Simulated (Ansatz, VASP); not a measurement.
# BiTe in VASP and in Ansatz

```
Bi Te
1.0
     2.42271    1.39875    3.31729
    -2.42271    1.39875    3.31729
     0.00000   -2.79750    3.31729
Bi Te
1 1
Direct
  0.50000 0.50000 0.50000
  0.00000 0.00000 0.00000
```

Alike in both runs: task single point; functional PBEsol; k mesh 7 × 7 × 7; occupations fermi-dirac, width 0.05 eV; no spin polarisation.

```csv
,VASP,Ansatz
version,VASP 6.6.1,Ansatz 0.2.0
potentials or method,"VASP PAW PBE potentials, release 64 (Bi_d, Te), cutoff 520 eV","all-electron LAPW, scalar-relativistic"
```

|  | VASP | Ansatz | Ansatz less VASP |
| --- | --- | --- | --- |
| gap on the k mesh at the Fermi level (eV) | none | none | - |
| pressure (GPa) | -2.3 | -2.3 | +0.04 |
| largest component of the traceless stress (GPa) | 0.10 | 0.10 | -0.001 |

A gap of «none» marks a metal or a gap that the smearing closes. Ansatz ran all-electron here, so the differences hold the error of VASP's frozen core and of both bases.

Caveats: spin-orbit coupling is left out, which moves the levels of the heavy elements; the PAW data sets were made with another functional, which shifts forces and pressure a little (VASP).
